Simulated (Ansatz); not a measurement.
# V2NOS MXene monolayer in a perpendicular field, part 2 of 2

Aim: how the V2NOS MXene monolayer screens a field along its normal, and what the field does to its bands. A positive field points along +c.

Ansatz 0.2.0; plane-wave DFT, PBE-D3(BJ), Ansatz PAW.

So far. Step 2 (Relaxation): The lattice constant a goes from 2.941 to 2.951 Å.

## (3) Single point, field 0

A sawtooth potential applies the field, turning back in the middle of the vacuum. With the dipole correction the typed value is the field outside the slab. The induced dipole is small, so the SCF threshold is tight.

The cell differs from the one that the last finished run ended in (c 41.380 → 22.797 Å).

input.yaml

```yaml
crystal:
  lattice:
    - [2.951242159, 0.0, 0.0]
    - [-1.4756210795, 2.5558506824, 0.0]
    - [0.0, 0.0, 22.7974893192]
  atoms:
    - { symbol: S, position: [0.3333333333, 0.6666666667, 0.3947803144] }
    - { symbol: V, position: [0.6666666667, 0.3333333333, 0.4652199302] }
    - { symbol: "N", position: [0.0, 0.0, 0.5128803309] }
    - { symbol: V, position: [0.3333333333, 0.6666666667, 0.5623540597] }
    - { symbol: O, position: [0.6666666667, 0.3333333333, 0.6052196856] }
kpoints:
  mp_grid: { grid: [18, 18, 1] }
  band_path:
    path: [[0, 0, 0], [0.5, 0, 0], [0.33333333, 0.33333333, 0], [0, 0, 0]]
    npoints: 16
hamiltonian:
  xc: pbe
  dispersion: d3bj
scf:
  occupations: { method: fermi_dirac, width: 0.02585 }
  convergence: { dr2_threshold: 1.0e-10 }
efield:
  axis: 3
  dipole_correction: true
  ramp_position: 0.97
  ramp_width: 0.06
  amplitude: 0
output:
  dos: { projected: true, e_range: [-6, 5] }
  write_potential: true
  write_density: true
  volumetric_format: npy
  elf: true
```

On the command line:

```sh
$ ansatz run input.yaml --threads 2 --pin off --max-ram 3072MiB --backend cpu --events-out ev --progress --plain --runs-dir out
```

Output:

```text
[...]
Crystal: 5 atoms, lattice volume = 171.960 Å³
Basis set: ecut = 420 eV, 3305 PW (Γ)
Bands: 27, of which v1, the nominal top of the filled ones, is band 22 counted from 1 (21 counted from 0)
Symmetry: 6 space group operations
[...]
k-points: 37 of 324 (time reversal used)
[...]
SCF iter   1: F=—  HF=-7683.878772 eV  |F-HF|=—  |Δ(HF+E_count)|=         —  Δρ=1.04e-2  dr2=9.98e-1  ethr=1.77e-3  p=-0.069 e·Å  D=-7.26e-2 V/Å  ΔV_dip=1.66 eV  dr2_dipole=2.23e-1  V_vac-E_F(+/−)=6.73/5.08 eV  ⟨swp⟩=10.1  Hψ=6136  notcnv=0
efield: sawtooth ramp at fractional position 0.9700 (set: `efield.ramp_position`, or a place that a band, a saddle search or an elastic batch's reference lends), width 0.0600; the density the first Hamiltonian is built on has a dipole p = -0.069 e·Å; the dipole correction subtracts the counter field D = -7.26e-2 V/Å, which shifts the + side's vacuum level by +1.66 eV against the − side's; the planar-averaged density in the ramp window peaks in size at 1.1e-5 e/Å³
[...]
SCF iter   2: F=—  HF=-7683.855797 eV  |F-HF|=—  |Δ(HF+E_count)|=   2.30e-2  Δρ=6.95e-3  dr2=1.97e-1  ethr=1.77e-3  p=-0.035 e·Å  D=-3.64e-2 V/Å  ΔV_dip=0.83 eV  dr2_dipole=3.67e-2  V_vac-E_F(+/−)=6.16/5.33 eV  ⟨swp⟩=2.0  Hψ=1465  notcnv=0  defer=3
[...]
SCF iter  10: F=-7683.844541 eV  HF=-7683.844541 eV  |F-HF|=5.73e-11  |Δ(HF+E_count)|=   4.48e-9  Δρ=1.35e-7  dr2=2.45e-11  ethr=1.00e-12  p=-0.047 e·Å  D=-4.90e-2 V/Å  ΔV_dip=1.12 eV  dr2_dipole=2.51e-12  V_vac-E_F(+/−)=6.35/5.24 eV  ⟨swp⟩=4.5  Hψ=3086  notcnv=0
SCF 1 converged in 10 iterations: F = -7683.844541 eV  dr2 = 2.45e-11
[...]
NSCF: frozen V_eff on 49 k-points
efield: sawtooth ramp at fractional position 0.9700 (kept from the solve that this one continues, or follows in the run), width 0.0600; the density the first Hamiltonian is built on has a dipole p = -0.047 e·Å; the dipole correction subtracts the counter field D = -4.90e-2 V/Å, which shifts the + side's vacuum level by +1.12 eV against the − side's; the planar-averaged density in the ramp window peaks in size at 2.9e-6 e/Å³
[...]
SCF converged after 10 iterations
Free energy (F): -7683.844541 eV
[...]
Internal energy: -7683.838047 eV  (E = F + TS)
E sigma→0 (E₀):  -7683.841294 eV
Entropy (-TS):   -0.006494 eV (-1.299 meV/atom)
Fermi energy:    0.356379 eV
Dipole field:    D = -0.049010 V/Å  (p = -0.046575 e·Å, saw-weighted, corrected)
Work function:   Φ+ = 6.3531 eV   Φ− = 5.2358 eV
Levels:          The Fermi level and band energies are counted from a zero that moves with the ramp; work functions are not
[...]
--- Band table (eV; the first three rows and the last of 37) ---
  k-point 0: bands = [... 18 lower, -0.7163, -0.7163, 0.0164, 0.1075, 0.1075, 0.7058, 0.7058, 1.5327, ... 1 higher]
  k-point 1: bands = [... 18 lower, -0.9031, -0.8216, -0.2286, 0.2269, 0.3485, 0.7273, 0.7546, 1.5824, ... 1 higher]
  k-point 2: bands = [... 18 lower, -1.3272, -0.9901, -0.4733, 0.3430, 0.5249, 0.8789, 0.8920, 1.7083, ... 1 higher]
  k-point 36: bands = [... 18 lower, -3.4606, -3.0808, 0.1917, 0.3262, 0.8070, 1.2594, 1.6174, 1.7106, ... 1 higher]
```

Elapsed: 11 s, on 2 threads of Intel Xeon Platinum 8559C (Emerald Rapids), shared host; peak memory 0.55 GiB; 22 s of CPU time.

Read from the output:

```
energy at zero smearing        : -7683.8413 eV
work function, upper face      : 6.353 eV
work function, lower face      : 5.236 eV
dipole along the normal        : -0.04657 e·Å
step between the vacuum levels : 1.117 eV
```

Running mean over a fixed 2.7 Å (it still follows the layers) of the planar mean; the ramp of the sawtooth is left out. The electron's electrostatic potential energy less the Fermi level by z:

```
z (Å)  electron's electrostatic potential energy less the Fermi level (eV)
    3                                                                 5.24
    4                                                                 5.24
    5                                                                 5.23
    6                                                                 5.20
    7                                                                 4.34
    8                                                               -0.677
    9                                                                -5.51
   10                                                                -9.83
   11                                                                -10.6
   12                                                                -11.6
   13                                                                -9.71
   14                                                                -3.57
   15                                                                 3.15
   16                                                                 6.23
   17                                                                 6.35
   18                                                                 6.35
   19                                                                 6.35
```

The density of states has structure finer than the step of the table below, so its rows give means over 0.2 eV. Peaks (eV: height): -5.78: 11.8, -4.26: 11.5, 0.45: 13.2, 0.51: 15.1, 1.00: 14.3, 1.25: 12.1, 1.39: 21.3.

Density of states against energy, zero at the Fermi level; means over each step:

| energy (eV) | density of states (states/eV a cell) |
| --- | --- |
| -5.8 | 6.70 |
| -5.6 | 2.17 |
| -5.4 | 2.21 |
| -5.2 | 3.49 |
| -5.0 | 4.25 |
| -4.8 | 1.20 |
| -4.6 | 1.30 |
| -4.4 | 2.64 |
| -4.2 | 7.38 |
| -4.0 | 5.15 |
| -3.8 | 4.15 |
| -3.6 | 2.54 |
| -3.4 | 1.62 |
| -3.2 | 2.41 |
| -3.0 | 4.32 |
| -2.8 | 2.26 |
| -2.6 | 1.39 |
| -2.4 | 1.29 |
| -2.2 | 1.32 |
| -2.0 | 1.42 |
| -1.8 | 1.57 |
| -1.6 | 1.88 |
| -1.4 | 1.87 |
| -1.2 | 2.17 |
| -1.0 | 2.53 |
| -0.8 | 1.84 |
| -0.6 | 1.32 |
| -0.4 | 1.27 |
| -0.2 | 2.80 |
| 0.0 | 3.29 |
| 0.2 | 2.44 |
| 0.4 | 6.88 |
| 0.6 | 7.39 |
| 0.8 | 2.53 |
| 1.0 | 6.67 |
| 1.2 | 6.50 |
| 1.4 | 10.2 |
| 1.6 | 0.451 |

Projected DOS per atom over height of the atomic layer and energy from the Fermi level. Layers: S V N V O from below.

Ten even steps from '_' (0.03 states/eV) to '@' (4.10 states/eV), each cell a mean:
```
__==__::__
..@@__==__
__--..**__
__==__@@__
__::__--__
__..__::__
______..__
__::__..__
__..__..__
....______
....______
..________
::________
==______..
..______..
....____--
::......##
..____..==
..________
::......--
..______..
....==::..
```
Columns: height of the atomic layer (Å) from 9 to 13.8 (not evenly spaced); rows upwards: energy from the Fermi level (eV) from -5.96 to 1.69.

The electronic bands at the labelled points (eV, zero at the Fermi level):

| point | band 18 | band 19 | band 20 | band 21 | band 22 | band 23 | band 24 | band 25 |
| --- | --- | --- | --- | --- | --- | --- | --- | --- |
| Γ | -2.87 | -1.07 | -1.07 | -0.34 | -0.25 | -0.25 | 0.35 | 0.35 |
| halfway | -3.65 | -2.61 | -1.55 | -1.40 | 0.01 | 0.46 | 0.62 | 1.23 |
| M | -4.08 | -3.05 | -1.65 | -1.64 | 0.33 | 0.53 | 1.00 | 1.14 |
| halfway | -4.03 | -3.40 | -3.04 | -0.82 | 0.38 | 0.42 | 1.04 | 1.25 |
| K | -4.18 | -3.82 | -3.44 | -0.16 | -0.03 | 0.45 | 0.90 | 1.26 |
| halfway | -3.56 | -2.92 | -2.26 | -0.84 | -0.36 | 0.70 | 0.89 | 1.10 |
| Γ | -2.87 | -1.07 | -1.07 | -0.34 | -0.25 | -0.25 | 0.35 | 0.35 |

Electrostatic potential energy in the ca plane at fractional y = 0.333, with atoms of V and O within 0.2 Å of it. With pseudopotentials it is smooth inside the atoms' cores, unlike the true potential.

Values in eV, 5 rows by 16 columns, each cell a mean:
```
  6   6   5   2  -7 -28  -8  -2 -15   1   7   6   6   6   6   6
  6   6   5   4 -13 -27 -14   0 -30  -7   7   6   6   6   6   6
  6   6   5   2  -7 -28  -8  -2 -15   1   7   6   6   6   6   6
  6   6   5  -4  -4  -4  -3 -12  -3   5   6   6   6   6   6   6
  6   6   5  -4  -4  -4  -3 -12  -3   5   6   6   6   6   6   6
```
Columns run along c (16.0 Å, from fractional 0.23 to 0.93 of the cell; values clipped at the 3rd and 97th percentile), rows up along a (3.0 Å). Atoms in or near the plane, at fractional coordinates: V at (0.47, 0.67), O at (0.61, 0.67).

Valence density in the ca plane at fractional y = 0.333, with atoms of V and O within 0.2 Å of it. It is the smooth field of the valence electrons, not physical close to the nuclei.

Ten steps, logarithmic in the rise over the least value, from '0' (0 e/Å³) to '9' (14 e/Å³), each cell a mean:
```
00000000122223554222224443100000000000000000
00000000011236897321235775200000000000000000
00000000011237998421236886200000000000000000
00000000011236886321235774200000000000000000
00000000122223554322223442100000000000000000
00000001123332222333332211000000000000000000
00000001233332222333332110000000000000000000
00000000123332222333332221000000000000000000
```
Columns run along c (16.0 Å, from fractional 0.23 to 0.93 of the cell), rows up along a (3.0 Å). Atoms in or near the plane, at fractional coordinates: V at (0.47, 0.67), O at (0.61, 0.67).

ELF in the ca plane at fractional y = 0.333, with atoms of V and O within 0.2 Å of it. It is the smooth field of the valence electrons, not physical close to the nuclei.

Values, 5 rows by 16 columns, each cell a mean:
```
0.00 0.00 0.00 0.00 0.05 0.31 0.37 0.48 0.27 0.17 0.63 0.71 0.16 0.00 0.00 0.00
0.00 0.00 0.00 0.00 0.01 0.07 0.16 0.70 0.39 0.18 0.60 0.76 0.26 0.01 0.00 0.00
0.00 0.00 0.00 0.00 0.05 0.30 0.37 0.48 0.27 0.18 0.63 0.71 0.16 0.00 0.00 0.00
0.00 0.00 0.00 0.01 0.26 0.73 0.71 0.22 0.49 0.22 0.17 0.18 0.02 0.00 0.00 0.00
0.00 0.00 0.00 0.01 0.27 0.73 0.71 0.22 0.49 0.22 0.17 0.18 0.02 0.00 0.00 0.00
```
Columns run along c (16.0 Å, from fractional 0.14 to 0.84 of the cell), rows up along a (3.0 Å). Atoms in or near the plane, at fractional coordinates: V at (0.47, 0.67), O at (0.61, 0.67).

The work function of the upper face is 6.35 eV.

## (4) Single point, field 0.1 V/Å

input.yaml, as its differences from that of step 3:

```diff
@@ -27,5 +27,4 @@
   ramp_width: 0.06
-  amplitude: 0
+  amplitude: 0.1
 output:
-  dos: { projected: true, e_range: [-6, 5] }
   write_potential: true
@@ -33,2 +32 @@
   volumetric_format: npy
-  elf: true
```

Output:

```text
[...]
Crystal: 5 atoms, lattice volume = 171.960 Å³
Basis set: ecut = 420 eV, 3305 PW (Γ)
Bands: 27, of which v1, the nominal top of the filled ones, is band 22 counted from 1 (21 counted from 0)
Symmetry: 6 space group operations
[...]
k-points: 37 of 324 (time reversal used)
[...]
k-point 0: bands = [... 18 lower, -0.7344, -0.7344, -0.0006, 0.0878, 0.0878, 0.6873, 0.6873, 1.5152, ... 1 higher]
  k-point 1: bands = [... 18 lower, -0.9219, -0.8403, -0.2472, 0.2077, 0.3307, 0.7087, 0.7362, 1.5649, ... 1 higher]
  k-point 2: bands = [... 18 lower, -1.3488, -1.0096, -0.4917, 0.3244, 0.5068, 0.8610, 0.8735, 1.6904, ... 1 higher]
  k-point 36: bands = [... 18 lower, -3.4672, -3.1091, 0.1735, 0.3070, 0.7892, 1.2395, 1.5967, 1.6928, ... 1 higher]
[key lines of the parts left out:]
SCF converged after 14 iterations
Free energy (F): -7683.841211 eV
Fermi energy:    0.337859 eV
Dipole field:    D = -0.021064 V/Å  (p = -0.020017 e·Å, saw-weighted, corrected)
```

Wall time 12 s (2 threads); peak memory 0.53 GiB.

The dipole is -0.0200 e·Å, 0.0266 e·Å from its value without field.

## (5) Atoms held, field -0.1 V/Å

input.yaml, as its differences from that of step 4:

```diff
@@ -27,3 +27,3 @@
   ramp_width: 0.06
-  amplitude: 0.1
+  amplitude: -0.1
 output:
```

Output:

```text
[...]
Crystal: 5 atoms, lattice volume = 171.960 Å³
Basis set: ecut = 420 eV, 3305 PW (Γ)
Bands: 27, of which v1, the nominal top of the filled ones, is band 22 counted from 1 (21 counted from 0)
Symmetry: 6 space group operations
[...]
k-points: 37 of 324 (time reversal used)
[...]
k-point 0: bands = [... 18 lower, -0.6987, -0.6987, 0.0329, 0.1266, 0.1266, 0.7238, 0.7238, 1.5497, ... 1 higher]
  k-point 1: bands = [... 18 lower, -0.8847, -0.8035, -0.2105, 0.2455, 0.3659, 0.7454, 0.7725, 1.5994, ... 1 higher]
  k-point 2: bands = [... 18 lower, -1.3061, -0.9711, -0.4555, 0.3612, 0.5424, 0.8963, 0.9101, 1.7256, ... 1 higher]
  k-point 36: bands = [... 18 lower, -3.4546, -3.0530, 0.2094, 0.3449, 0.8243, 1.2789, 1.6377, 1.7280, ... 1 higher]
[key lines of the parts left out:]
SCF converged after 13 iterations
Free energy (F): -7683.850526 eV
Fermi energy:    0.374367 eV
Dipole field:    D = -0.076941 V/Å  (p = -0.073118 e·Å, saw-weighted, corrected)
```

The job ended after 11 s (2 threads; peak memory 0.52 GiB; 22 s of CPU time).

The dipole is -0.0731 e·Å, -0.0265 e·Å from its value without field.

## (6) Response, atoms held

This step: plane-wave DFT, PBE-D3(BJ), Ansatz PAW; response to a field along the normal, atoms held (Ansatz 0.2.0).

The dipoles give the slope, and the difference of two potentials shows where the field is screened.

This step gave:

| Item | Value |
| --- | --- |
| equivalent conductor thickness p/(ε₀AE) | 6.369 Å |
| distance between the outer atoms | 4.797 Å |

Table of dipole of the cell by applied field:

```csv
applied field (V/Å),dipole of the cell (e·Å)
-0.1000,-0.0731
0.0000,-0.0466
0.1000,-0.0200
```

Local field over the applied field, running mean. From the potentials at -0.1 and 0.1 V/Å; running mean over 2.5 Å. The local field over applied field by z:

```
z (Å)  local field over applied field
 4.13                           1.000
 4.56                           0.999
 4.99                           0.997
 5.27                           0.994
 5.70                           0.985
 6.13                           0.963
 6.55                           0.914
 6.84                           0.858
 7.27                           0.737
 7.69                           0.590
 8.12                           0.434
 8.41                           0.329
 8.83                           0.191
 9.26                          0.0983
 9.69                          0.0459
 9.97                          0.0278
10.40                          0.0136
10.83                          0.0141
11.26                          0.0193
11.54                          0.0182
11.97                          0.0183
12.40                          0.0346
12.82                          0.0741
13.11                           0.119
13.54                           0.224
13.96                           0.363
14.39                           0.516
14.68                           0.620
15.10                           0.762
15.53                           0.878
15.96                           0.950
16.24                           0.974
16.67                           0.991
17.10                           0.997
17.53                           0.999
17.81                           1.000
18.24                           1.000
18.67                           1.000
```

Electrons, planar mean, per unit field. Table of induced electron density by z:

| z (Å) | induced electron density (e/Å³ per V/Å) |
| --- | --- |
| 4.5 | 3.5e-6 |
| 5.0 | 1.2e-5 |
| 5.5 | 4.0e-5 |
| 6.0 | 1.3e-4 |
| 6.5 | 3.8e-4 |
| 7.0 | 0.00103 |
| 7.5 | 0.00243 |
| 8.0 | 0.00374 |
| 8.5 | 0.00202 |
| 9.0 | 0.00112 |
| 9.5 | 4.1e-4 |
| 10.0 | -9.6e-4 |
| 10.5 | 7.8e-4 |
| 11.0 | -1.1e-4 |
| 11.5 | 4.0e-5 |
| 12.0 | -2.4e-4 |
| 12.5 | -5.5e-5 |
| 13.0 | -2.0e-4 |
| 13.5 | -0.00181 |
| 14.0 | -0.00215 |
| 14.5 | -0.00382 |
| 15.0 | -0.00189 |
| 15.5 | -6.4e-4 |
| 16.0 | -1.9e-4 |
| 16.5 | -5.0e-5 |
| 17.0 | -1.3e-5 |
| 17.5 | -3.2e-6 |
| 18.0 | -7.7e-7 |
| 18.5 | -2.0e-7 |

By hand: between -0.1 and 0.1 V/Å the dipole changes by 0.05310 e·Å, a slope of 0.2655 e·Å²/V. A perfect conductor of thickness t has p = ε₀AEt, so t = 180.95 × 0.2655 / 7.543 = 6.37 Å (e/ε₀ = 180.95 V·Å, A in Å²).

The induced dipole is that of a conductor 6.37 Å thick.

## (7) Outcome

```json
{
  "gap without field": "none",
  "work function, upper face": "6.35 eV",
  "step between the vacuum levels": "1.12 eV",
  "equivalent conductor thickness, atoms held": "6.37 Å"
}
```

What this shows: The induced dipole equals that of a perfect conductor 6.37 Å thick, while the outer atoms lie 4.80 Å apart. The two faces differ: the vacuum level above lies 1.12 eV higher than the one below. There is no gap over 0.03 eV, with or without the field. The first relaxation ran with spin and lost its moment, and the later runs have none; other magnetic states were not tried. The MXene's terminations sit over the metal atoms of its far layer; the site over carbon or nitrogen, which some compounds prefer, was not run.

[Long decimals in the printed logs are rounded to 6 places.]

[Logs are printed without paths, hosts, clocks, repeated set-up lines and the standing remarks that a program may print on its own settings, such as how far it seeks lower states.]

[Hosts, paths, dates, database ids (printed as entryN), source tags and the programs' standing remarks are cut or masked in the printed files.]

[Maps of the electrostatic potential energy from Ansatz leave out the sawtooth potential of an applied field or a dipole correction, so their vacuum need not be flat; planar profiles and work functions include it.]

[The density of states shown here was stored with 400 of the rows of the run's finer table, so its peaks can read low, often by over a quarter, or be missed, and its means over a window can be off by a tenth or more.]
